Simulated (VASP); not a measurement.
# AlRu (Pm-3m) in VASP: notebook

One crystal, AlRu, is run at these levels: PBE, PBE0; tasks: single point, relaxation of cell and atoms.

All numbers are computed with VASP 6.6.1; they aren't measurements. Logs are shortened: lines on timing, memory, paths and dates and some standing lists are left out, and cuts for length are marked.

## 1. The crystal as given

Symmetry: Pm-3m, No. 221, cubic system. The conventional cell has a = 2.992 Å, b = 2.992 Å, c = 2.992 Å, α = 90.00°, β = 90.00°, γ = 90.00°. Around Ru (site symmetry m-3m) lie 8 Al at 2.59 Å. Around Al (site symmetry m-3m) lie 8 Ru at 2.59 Å.

## 2. Single point, PBE, spin-orbit coupling, no magnetisation

Contents of run.py:

```python
from ase.calculators.vasp import Vasp
from ase.dft.bandgap import bandgap
from ase.io import read

atoms = read('AlRu.cif')
calc = Vasp(
    directory='calc',
    xc='pbe',
    pp='PBE',
    setups='recommended',
    prec='Accurate',
    encut=520,
    ediff=1e-07,
    ismear=1,
    sigma=0.2,
    lreal=False,
    lasph=True,
    nelm=80,
    algo='Normal',
    isif=2,
    lwave=False,
    lcharg=False,
    lorbit=11,
    lsorbit=True,
    gga_compat=False,
    lmaxmix=4,
    kpts=[7, 7, 7],
    gamma=True,
)
atoms.calc = calc

print('energy (eV):', atoms.get_potential_energy())
print('free energy (eV):', atoms.get_potential_energy(force_consistent=True))
print('forces (eV/A):')
print(atoms.get_forces())
print('stress (eV/A^3, Voigt):', atoms.get_stress())
print('Fermi level (eV):', calc.get_fermi_level())
gap, top, bottom = bandgap(calc)
print('band gap (eV):', gap, 'from (spin, k, band)', top, 'to', bottom)
```

Contents of AlRu.cif:

```cif
data_AlRu
_cell_length_a 2.99160000
_cell_length_b 2.99160000
_cell_length_c 2.99160000
_cell_angle_alpha 90.00000000
_cell_angle_beta 90.00000000
_cell_angle_gamma 90.00000000
_space_group_name_H-M_alt 'P1'
_space_group_name_Hall 'P 1'
_space_group_IT_number 1
loop_
_space_group_symop_operation_xyz
'x,y,z'
loop_
_atom_site_label
_atom_site_type_symbol
_atom_site_symmetry_multiplicity
_atom_site_Wyckoff_symbol
_atom_site_fract_x
_atom_site_fract_y
_atom_site_fract_z
_atom_site_occupancy
Ru1 Ru 1 a 0.5000000000 0.5000000000 0.5000000000 1
Al1 Al 1 a 0.0000000000 0.0000000000 0.0000000000 1
```

Potentials or basis: VASP PAW PBE potentials, release 64 (Ru_pv, Al).

The run is started by

```sh
python run.py
```

The program printed:

```text
energy (eV): -14.39975503
free energy (eV): -14.40110169
forces (eV/A):
[[0. 0. 0.]
 [0. 0. 0.]]
stress (eV/A^3, Voigt): [-1.59768370e-02 -1.59768370e-02 -1.59768370e-02  3.41566587e-07
  3.49536994e-07  3.41566587e-07]
Fermi level (eV): 10.73696948
band gap (eV): 0.0 from (spin, k, band) (None, None, None) to (None, None, None)
```

OUTCAR:

```text
ENCUT = 520.000000
   EDIFF = 1.00e-07
   GGA = PE
   PREC = Accurate
   ISIF = 2
   ISMEAR = 1
   LORBIT = 11
   NELM = 80
   LASPH = .TRUE.
   LSORBIT = .TRUE.
   LREAL = .FALSE.

 ion  position               nearest neighbor table
   1  0.500  0.500  0.500-   2 2.59   2 2.59   2 2.59   2 2.59   2 2.59   2 2.59   2 2.59   2 2.59

   2  0.000  0.000  0.000-   1 2.59   1 2.59   1 2.59   1 2.59   1 2.59   1 2.59   1 2.59   1 2.59

  LATTYP: Found a simple cubic cell.
 ALAT       =     2.9916000000

  Lattice vectors:

 A1 = (   2.9916000000,   0.0000000000,   0.0000000000)
 A2 = (   0.0000000000,   2.9916000000,   0.0000000000)
 A3 = (   0.0000000000,   0.0000000000,   2.9916000000)

Analysis of symmetry for initial positions (statically):
=====================================================================
 Subroutine PRICEL returns:
 Original cell was already a primitive cell.

 Routine SETGRP: Setting up the symmetry group for a
 simple cubic supercell.

 Subroutine GETGRP returns: Found 48 space group operations
 (whereof 48 operations were pure point group operations)
 out of a pool of 48 trial point group operations.

The static configuration has the point symmetry O_h .

Analysis of symmetry for dynamics (positions and initial velocities):
=====================================================================
 Subroutine PRICEL returns:
 Original cell was already a primitive cell.

 Routine SETGRP: Setting up the symmetry group for a
 simple cubic supercell.

 Subroutine GETGRP returns: Found 48 space group operations
 (whereof 48 operations were pure point group operations)
 out of a pool of 48 trial point group operations.

The dynamic configuration has the point symmetry O_h .

Analysis of structural, dynamic, and magnetic symmetry:
=====================================================================
 Subroutine PRICEL returns:
 Original cell was already a primitive cell.

 Routine SETGRP: Setting up the symmetry group for a
 simple cubic supercell.

 Subroutine GETGRP returns: Found  6 space group operations
 (whereof  6 operations were pure point group operations)
 out of a pool of 48 trial point group operations.

The overall configuration has the point symmetry S_6 .

 Subroutine INISYM returns: Found  6 space group operations
 (whereof  6 operations are pure point group operations),
 and found     1 'primitive' translations

----------------------------------------------------------------------------------------

                                     Primitive cell

  volume of cell :      26.7738

  direct lattice vectors                    reciprocal lattice vectors
     2.991600000  0.000000000  0.000000000     0.334269287  0.000000000  0.000000000
     0.000000000  2.991600000  0.000000000     0.000000000  0.334269287  0.000000000
     0.000000000  0.000000000  2.991600000     0.000000000  0.000000000  0.334269287

  length of vectors
     2.991600000  2.991600000  2.991600000     0.334269287  0.334269287  0.334269287

  position of ions in fractional coordinates (direct lattice)
[... 126 lines left out ...]
  free energy    TOTEN  =       -14.40110169 eV

  energy without entropy =      -14.39706172  energy(sigma->0) =      -14.39975503

 E-fermi :  10.7370     XC(G=0): -12.5657

 val. band max:       10.7052497054   @ k =   0.4286   0.4286   0.1429
 cond. band min:      10.7779034868   @ k =   0.0000   0.1429   0.4286
 fundamental gap:      0.0726537815
 Fermi energy:        10.7369694801

 k-point     1 :       0.0000    0.0000    0.0000
  band No.  band energies     occupation
      1     -33.2601      1.00000
      2     -33.2600      1.00000
      3     -29.9725      1.00000
      4     -29.9725      1.00000
      5     -29.9724      1.00000
      6     -29.9724      1.00000
[... 685 lines left out ...]
     25      22.8887      0.00000
     26      22.8930      0.00000

 [... further k-points ...]

------------------------ aborting loop because EDIFF is reached ----------------------------------------

  FORCE on cell =-STRESS in cart. coord.  units (eV):
  Direction    XX          YY          ZZ          XY          YZ          ZX
  --------------------------------------------------------------------------------------
  -------------------------------------------------------------------------------------
  Total        0.4277610      0.4277610      0.4277610     -0.0000094     -0.0000094     -0.0000094
  in kB       25.5977147     25.5977147     25.5977147     -0.0005600     -0.0005600     -0.0005600
  external PRESSURE =      25.5977147 kB  Pullay stress =       0.0000000 kB

 VOLUME and BASIS-vectors are now :
 -----------------------------------------------------------------------------
  energy-cutoff  :      520.00
  volume of cell :       26.77
      direct lattice vectors                 reciprocal lattice vectors
     2.991600000  0.000000000  0.000000000     0.334269287  0.000000000  0.000000000
     0.000000000  2.991600000  0.000000000     0.000000000  0.334269287  0.000000000
     0.000000000  0.000000000  2.991600000     0.000000000  0.000000000  0.334269287

 POSITION                                       TOTAL-FORCE (eV/Angst)
 -----------------------------------------------------------------------------------
      1.49580      1.49580      1.49580         0.000000      0.000000      0.000000
      0.00000      0.00000      0.00000         0.000000      0.000000      0.000000
 -----------------------------------------------------------------------------------
    total drift:                                0.000000     -0.000000     -0.000000

  FREE ENERGIE OF THE ION-ELECTRON SYSTEM (eV)
  ---------------------------------------------------
  free  energy   TOTEN  =       -14.4011016917 eV

  energy  without entropy=      -14.3970617184  energy(sigma->0) =      -14.39975503

 Spin-Orbit-Coupling matrix elements

 Ion:    1  E_soc:     -0.2673875
 l=   1
     0.0000000    -0.0372345    -0.0372345
    -0.0372345     0.0000000    -0.0372345
    -0.0372345    -0.0372345     0.0000000
 l=   2
     0.0000000    -0.0019705     0.0000000    -0.0019705    -0.0053595
    -0.0019705     0.0000000    -0.0040196    -0.0019705    -0.0013399
     0.0000000    -0.0040196     0.0000000    -0.0040196     0.0000000
    -0.0019705    -0.0019705    -0.0040196     0.0000000    -0.0013399
    -0.0053595    -0.0013399     0.0000000    -0.0013399     0.0000000
 l=   3
     0.0000000     0.0000000     0.0000000     0.0000000     0.0000000     0.0000000     0.0000000
     0.0000000     0.0000000     0.0000000     0.0000000     0.0000000     0.0000000     0.0000000
     0.0000000     0.0000000     0.0000000     0.0000000     0.0000000     0.0000000     0.0000000
     0.0000000     0.0000000     0.0000000     0.0000000     0.0000000     0.0000000     0.0000000
     0.0000000     0.0000000     0.0000000     0.0000000     0.0000000     0.0000000     0.0000000
     0.0000000     0.0000000     0.0000000     0.0000000     0.0000000     0.0000000     0.0000000
     0.0000000     0.0000000     0.0000000     0.0000000     0.0000000     0.0000000     0.0000000

 Ion:    2  E_soc:     -0.0002309
 l=   1
     0.0000000    -0.0000385    -0.0000385
    -0.0000385     0.0000000    -0.0000385
    -0.0000385    -0.0000385     0.0000000
 l=   2
     0.0000000     0.0000000     0.0000000     0.0000000     0.0000000
     0.0000000     0.0000000     0.0000000     0.0000000     0.0000000
     0.0000000     0.0000000     0.0000000     0.0000000     0.0000000
     0.0000000     0.0000000     0.0000000     0.0000000     0.0000000
     0.0000000     0.0000000     0.0000000     0.0000000     0.0000000
 l=   3
     0.0000000     0.0000000     0.0000000     0.0000000     0.0000000     0.0000000     0.0000000
     0.0000000     0.0000000     0.0000000     0.0000000     0.0000000     0.0000000     0.0000000
     0.0000000     0.0000000     0.0000000     0.0000000     0.0000000     0.0000000     0.0000000
     0.0000000     0.0000000     0.0000000     0.0000000     0.0000000     0.0000000     0.0000000
     0.0000000     0.0000000     0.0000000     0.0000000     0.0000000     0.0000000     0.0000000
     0.0000000     0.0000000     0.0000000     0.0000000     0.0000000     0.0000000     0.0000000
     0.0000000     0.0000000     0.0000000     0.0000000     0.0000000     0.0000000     0.0000000

 total charge

# of ion       s       p       d       tot
------------------------------------------
    1        0.337   6.246   6.209  12.791
    2        0.392   0.418   0.000   0.810
--------------------------------------------------
tot          0.728   6.664   6.209  13.601

 magnetization (x)

# of ion       s       p       d       tot
------------------------------------------
    1       -0.000  -0.000  -0.000  -0.000
    2       -0.000  -0.000   0.000  -0.000
--------------------------------------------------
tot         -0.000  -0.000  -0.000  -0.000

 magnetization (y)

# of ion       s       p       d       tot
------------------------------------------
    1       -0.000  -0.000  -0.000  -0.000
    2       -0.000  -0.000   0.000  -0.000
--------------------------------------------------
tot         -0.000  -0.000  -0.000  -0.000

 magnetization (z)

# of ion       s       p       d       tot
------------------------------------------
    1       -0.000  -0.000  -0.000  -0.000
    2       -0.000  -0.000   0.000  -0.000
--------------------------------------------------
tot         -0.000  -0.000  -0.000  -0.000
```

INCAR:

```text
ENCUT = 520.000000
SIGMA = 0.200000
EDIFF = 1.00e-07
ALGO = Normal
GGA = PE
PREC = Accurate
ISIF = 2
ISMEAR = 1
LMAXMIX = 4
LORBIT = 11
NELM = 80
LASPH = .TRUE.
LCHARG = .FALSE.
LWAVE = .FALSE.
LSORBIT = .TRUE.
GGA_COMPAT = .FALSE.
LREAL = .FALSE.
```

Run time: 44 s. Hardware: 1 thread of Intel Xeon Platinum 8488C (Sapphire Rapids), shared host; peak memory 0.23 GiB.

What came out:

```
Free energy                                           : -14.4011 eV
Pressure                                              : 2.6 GPa
Valence electrons inside the program's atomic spheres : Ru 12.79; Al 0.81
```

## 3. Relaxation of cell and atoms, PBE0

Contents of POSCAR:

```
AlRu
1.0
    2.9916000000      0.0000000000      0.0000000000
    0.0000000000      2.9916000000      0.0000000000
    0.0000000000      0.0000000000      2.9916000000
Ru Al
1 1
Direct
    0.5000000000      0.5000000000      0.5000000000
    0.0000000000      0.0000000000      0.0000000000
```

Contents of INCAR.step1:

```
ALGO = Normal
EDIFF = 1E-5
ENCUT = 600
GGA = PE
ISMEAR = -1
LASPH = T
LCHARG = F
LREAL = F
LWAVE = T
NELM = 60
PREC = Accurate
SIGMA = 0.05
```

Contents of INCAR.step2:

```
AEXX = 0.25
ALGO = Normal
EDIFF = 1E-6
EDIFFG = -0.01
ENCUT = 600
GGA = PE
IBRION = 2
ISIF = 3
ISMEAR = -1
ISTART = 1
LASPH = T
LCHARG = F
LHFCALC = T
LREAL = F
LWAVE = F
NELM = 60
NSW = 40
PREC = Accurate
PRECFOCK = Fast
SIGMA = 0.05
```

Contents of KPOINTS:

```
k-points
0
Gamma
  5 5 5
```

Potentials or basis: VASP PAW PBE potentials, release 64 (Ru_pv, Al).

The run is started by

```sh
cat potpaw_PBE.64/Ru_pv/POTCAR potpaw_PBE.64/Al/POTCAR > POTCAR
cp INCAR.step1 INCAR
mpirun -np 1 vasp_std > vasp.out
cp INCAR.step2 INCAR
mpirun -np 1 vasp_std > vasp.out
```

Run time: 17 min. Hardware: 1 thread of AMD EPYC 7R43 (Zen 3), shared host; peak memory 0.12 GiB.

It converged, with:

| Quantity | Value |
| --- | --- |
| Free energy | -17.8822 eV |
| Relaxed volume | 13.18 Å³/atom |
| Relaxed cell | a = 2.976 Å, b = 2.976 Å, c = 2.976 Å, α = 90.00°, β = 90.00°, γ = 90.00° |
| Space group after relaxing (to 0.05 Å) | Pm-3m (No. 221) |
| Energy gained by relaxing | 11.1 meV/atom |
| Ionic steps | 4 |
| Pressure after relaxing | 0.1 GPa |
| Band gap on the k mesh | none (metal or under the smearing width) |

The path:
| step | energy change (eV) | largest force (eV/Å) | pressure (GPa) | volume (Å³) |
| --- | --- | --- | --- | --- |
| 1 | 0.0000 | 0.0000 | -3.87 | 26.77 |
| 2 | 0.0110 | 0.0000 | 7.15 | 25.54 |
| 3 | -0.0221 | 0.0000 | 0.44 | 26.31 |
| 4 | -0.0221 | 0.0000 | 0.09 | 26.36 |

Final structure:
```
Ru Al
1.0
     2.97604    0.00000    0.00000
     0.00000    2.97604    0.00000
     0.00000    0.00000    2.97604
Ru Al
1 1
Direct
  0.50000 0.50000 0.50000
  0.00000 0.00000 0.00000
```

Levels at points of the mesh, in eV from the Fermi level:
| k point | band 6 | band 7 | band 8 | band 9 | band 10 | band 11 | band 12 |
| --- | --- | --- | --- | --- | --- | --- | --- |
| (0.00, 0.00, 0.00) | -4.69 | -0.73 | -0.73 | -0.73 | 7.20 | 7.20 | 7.20 |

Caveat: the k mesh is coarse (spacing up to 0.42 Å⁻¹), so the values aren't converged, least of all with exact exchange; the PAW data sets were made with another functional, which shifts forces and pressure a little.

## 4. For comparison

An earlier run on the cell as given: functional PBEsol; potentials or basis VASP PAW PBE potentials, release 64 (Ru_pv, Al); cutoff 520 eV; k mesh 9 × 9 × 9; occupations fermi-dirac, width 0.05 eV; no spin polarisation.

- Pressure: -3.3 GPa
- Band gap on the k mesh: none (metal or under the smearing width)

## 5. Overview

| task | level | spin | cell | k mesh | cutoff (eV) | smearing | grid for exact exchange (PRECFOCK) | exchange at q = 0 | ladder | mesh quality | gap on the mesh (eV) | pressure (GPa) |
| --- | --- | --- | --- | --- | --- | --- | --- | --- | --- | --- | --- | --- |
| single point | PBE | SOC, no magnetisation | as given | 7 × 7 × 7 | 520 | methfessel-paxton 0.2 eV | - | - | - | not flagged | - | 2.6 |
| relaxation of cell and atoms | PBE0 | off | relaxed | 5 × 5 × 5 | 600 | fermi-dirac 0.05 eV | Fast | default | - | coarse | none | 0.1 |
| single point | PBEsol | off | as given | 9 × 9 × 9 | 520 | fermi-dirac 0.05 eV | - | - | free | not flagged | none | -3.3 |

Alike in all rows: potentials or basis VASP PAW PBE potentials, release 64 (Ru_pv, Al).

Caveats: some runs use coarse meshes; the PAW data sets were made with another functional, which shifts forces and pressure a little (some runs).

Total energies depend on the potentials used, so only differences within one code and one set of settings carry meaning.
